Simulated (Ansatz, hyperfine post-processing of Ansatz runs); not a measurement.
# Reading the 23Na spectrum of Na6MnCl8

Calculated values: DFT, r2SCAN, plane-wave PAW, default files (PAW set soft_2), collinear spin, scalar-relativistic (Ansatz), contact and point-dipole shifts scaled to 330 K with Θ = 0 K (a pure Curie law); spin-only moments, above the ordering temperature.

```
Mn Cl Na
1.0
     0.00000    5.61370    5.61370
     5.61370    0.00000    5.61370
     5.61370    5.61370    0.00000
Mn Cl Na
1 8 6
Direct
  0.00000 0.00000 0.00000
  0.77200 0.77200 0.22800
  0.22800 0.22800 0.77200
  0.77200 0.22800 0.77200
  0.22800 0.77200 0.77200
  0.22800 0.77200 0.22800
  0.77200 0.22800 0.22800
  0.75000 0.75000 0.75000
  0.25000 0.25000 0.25000
  0.00000 0.00000 0.50000
  0.50000 0.50000 0.00000
  0.00000 0.50000 0.00000
  0.00000 0.50000 0.50000
  0.50000 0.00000 0.50000
  0.50000 0.00000 0.00000
```

23Na MAS at 4.7 T (53.0 MHz), 60 kHz, 330 K; contact and dipolar shift alone, no orbital or quadrupolar part; lines under 1.5 % of the strongest are left out. NMR lines, with heights relative to the strongest:

| position (ppm) | intensity |
| --- | --- |
| -707.4 | 8.6 |
| 425.5 | 100 |
| 1558.3 | 6.4 |
| 2691.2 | 1.7 |

**Question.** Which lines are isotropic ones rather than spinning sidebands, and which Na atoms give them?

Sidebands are spaced by 1133 ppm (the spinning rate over the resonance of 53.0 MHz). An isotropic line need not be the tallest: it is the area-weighted centre of its own family of sidebands, and the one that stays put when the rate is changed. Isotropic shifts: 425 ppm for atom 10 and the 5 atoms equivalent to it (2 Mn through links of 95° (4)), reduced anisotropy 1170 ppm.

[Logs are printed without paths, hosts, clocks, repeated set-up lines and the standing remarks that a program may print on its own settings, such as how far it seeks lower states.]

[Hosts, paths, dates, database ids (printed as entryN), source tags and the programs' standing remarks are cut or masked in the printed files.]
